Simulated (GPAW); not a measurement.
Crystal: Ge.

```
CELL_PARAMETERS angstrom
1.48805 -2.59469 0.00000
1.48805 2.59469 0.00000
0.00000 0.00000 4.72760
ATOMIC_POSITIONS crystal
Ge 0.33345 0.66655 0.25000
Ge 0.66655 0.33345 0.75000
```

This isn't the form of Ge at room conditions, which is diamond.

```yaml
Program: GPAW 26.7.0
Task: relaxation of cell and atoms
Functional: PBEsol
Dispersion: D3(BJ)+ATM
Potentials_or_basis: PAW data sets generated in the run's folder for this functional
Cutoff: 600 eV
Basis: pw
k_mesh: 10 × 10 × 6
Occupations: fermi-dirac, width 0.05 eV
Spin: no spin polarisation
```

At the start: pressure -2.5 GPa; volume 18.25 Å³/atom.

Task: How do energy, volume and symmetry change on relaxing?

Result: Over 10 steps the energy falls by 8.8 meV/atom and the volume is 17.61 Å³/atom (-3.5 %); space group Cmcm (No. 63, to 0.05 Å).

The path:
| step | energy change (eV) | largest force (eV/Å) | pressure (GPa) | volume (Å³) |
| --- | --- | --- | --- | --- |
| 1 | 0.0000 | 0.0007 | -2.54 | 36.51 |
| 2 | -0.0038 | 0.0009 | -2.09 | 36.28 |
| 3 | -0.0131 | 0.0043 | 0.42 | 35.14 |
| 4 | -0.0138 | 0.0052 | 0.43 | 35.13 |
| 5 | -0.0161 | 0.0115 | 0.05 | 35.20 |
| 6 | -0.0168 | 0.0106 | -0.02 | 35.26 |
| 7 | -0.0169 | 0.0110 | -0.02 | 35.25 |
| 8 | -0.0170 | 0.0121 | -0.01 | 35.24 |
| 9 | -0.0174 | 0.0139 | 0.00 | 35.23 |
| 10 | -0.0175 | 0.0151 | 0.01 | 35.23 |

Final structure:
```
Ge
1.0
     1.44357   -2.55896    0.00000
     1.44357    2.55896    0.00000
     0.00000    0.00000    4.76799
Ge
2
Cartesian
  1.4436 0.8481 1.1920
  1.4436 -0.8481 3.5760
```

Caveat: later steps reuse the first step's grids; pairwise dispersion overbinds metals, which lowers pressure and volume.
